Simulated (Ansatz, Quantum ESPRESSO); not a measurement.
## One calculation of TiAl3, 7 ways

```xyz
4
Lattice="-1.9111 1.9111 4.2807 1.9111 -1.9111 4.2807 1.9111 1.9111 -4.2807" Properties=species:S:1:pos:R:3 pbc="T T T"
Ti    0.0000    0.0000    0.0000
Al    1.9111    0.0000    2.1403
Al    0.0000    1.9111    2.1403
Al    0.0000    0.0000    4.2807
```

The cell comes from a database or a generator and needn't be the stable form of this composition.

Alike in all runs: task single point; functional PBE; k mesh 10 × 10 × 10; occupations fermi-dirac, width 0.05 eV; no spin polarisation; no spin-orbit coupling. Pressure is positive in compression and, in plane waves, holds the error of the finite cutoff, which Ansatz's Pulay term estimates and takes out.

```
                                program and potentials  plane-wave cutoff (eV)                                                                        notes  band gap (eV)  pressure (GPa)
                                    Ansatz, Ansatz PAW                     420  5.25 valence electrons an atom on average; Pulay term of +0.06 GPa included         no gap            2.10
                                       Ansatz, JTH PAW                    1230                                    5.25 valence electrons an atom on average         no gap            2.12
              Ansatz, PseudoDojo stringent (PBE files)                    1143                                    5.25 valence electrons an atom on average         no gap            1.89
             Quantum ESPRESSO, SSSP 1.3 efficiency PBE                     748                                    5.25 valence electrons an atom on average         no gap            2.09
                                     Ansatz, Ansatz NC                    1155                                    5.25 valence electrons an atom on average         no gap            2.05
                                       Ansatz, SPMS NC                     707  5.25 valence electrons an atom on average; Pulay term of +0.10 GPa included         no gap            1.90
Ansatz, Ansatz PAW (files of its older set among them)                     900                                   11.25 valence electrons an atom on average         no gap            2.05
```

None finds a gap. The pressure spans 1.89 (Ansatz, PseudoDojo stringent (PBE files)) to 2.12 GPa (Ansatz, JTH PAW).

Differences between rows come from potentials, basis sets and numerical settings, since the functional is the same but for its coding. Runs on potential files found faulty are left out.
